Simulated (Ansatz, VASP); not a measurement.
## Two plane-wave programs on Ni

```
CELL_PARAMETERS angstrom
1.71994 -4.01130 0.00000
1.71994 4.01130 0.00000
0.00000 0.00000 3.34270
ATOMIC_POSITIONS crystal
Ni 0.14155 0.85845 0.00000
Ni 0.64155 0.35845 0.50000
Ni 0.85845 0.14155 0.00000
Ni 0.35845 0.64155 0.50000
```

Alike in both runs: functional r2SCAN; k mesh 6 × 6 × 4; occupations gaussian, width 0.1 eV; collinear spin.

Ansatz relaxed the structure, and its values are those at the end. VASP's run is a single point on that final structure, the one shown.

|  | VASP | Ansatz |
| --- | --- | --- |
| version | VASP 6.6.1 | Ansatz 0.2.0 |
| potentials or method | VASP PAW PBE potentials, release 64 (Ni) | scalar-relativistic, plane waves, PAW |
| plane-wave cutoff (eV) | 520 | 500 |
| valence electrons in the cell | 40 | 72 |

Ansatz gave:

* gap on the k mesh at the Fermi level (eV): none
* pressure (GPa): 0.0
* rms of the force components (eV/Å): 0.000
* net moment per atom (μB): 0.77
* size of the moment on the site where the two differ most (μB): 0.84

Problem. Which values does VASP return?

Solution. gap on the k mesh at the Fermi level (eV): none; pressure (GPa): 0.2; rms of the force components (eV/Å): 0.007; net moment per atom (μB): 0.76; size of the moment on the site where the two differ most (μB): 0.78.

Site moments also hang on the region over which each program counts them. A gap of «none» marks a metal or a gap that the smearing closes. With one functional, cell and mesh, what is left measures potentials, basis and numerics. The two sets of potentials don't hold the same shells in valence.

Caveats: the k mesh is coarse (spacing up to 0.47 Å⁻¹), so the values aren't converged; the PAW data sets were made with another functional, which shifts forces and pressure a little (VASP).
